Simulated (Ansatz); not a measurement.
Wanted: the native input for an Ansatz 0.2.0 run.

```yaml
Task: single point
Functional: PBE
Potentials_or_basis: Ansatz PAW
Cutoff: "420 eV (not typed: the program's choice for these potentials)"
k_mesh: 7 × 7 × 7
Occupations: gaussian, width 0.025 eV
Spin: no spin polarisation
```

HgTe:

```
CELL_PARAMETERS angstrom
0.00000 3.18000 3.18000
3.18000 0.00000 3.18000
3.18000 3.18000 0.00000
ATOMIC_POSITIONS crystal
Hg 0.00000 0.00000 0.00000
Te 0.50000 0.50000 0.50000
```

Measurements of this composition are mostly on another form, of space group No. 216.

The input as run:

input.yaml

```yaml
crystal:
  lattice:
    - [0.0, 3.18, 3.18]
    - [3.18, 0.0, 3.18]
    - [3.18, 3.18, 0.0]
  atoms:
    - { symbol: Hg, position: [0.0, 0.0, 0.0] }
    - { symbol: Te, position: [0.5, 0.5, 0.5] }
hamiltonian:
  xc: pbe
  pseudopotentials: { kind: paw }
kpoints:
  mp_grid: { grid: [7, 7, 7] }
scf:
  occupations: { method: gaussian, width: 0.025 }
output:
  forces: true
  stress: true
  eigenvalues: true
```

Potentials or basis: Ansatz PAW.

Command:

```console
$ ansatz run input.yaml --threads 2 --pin off --max-ram 5632MiB --backend cpu --events-out ev --progress --plain --runs-dir out
```

It gave:

```
Pressure               : -3.8 GPa
Band gap on the k mesh : none (metal or under the smearing width)
```

It took 1.1 s on 2 threads of Arm Neoverse V1, with other jobs on the host, peak memory 0.33 GiB.
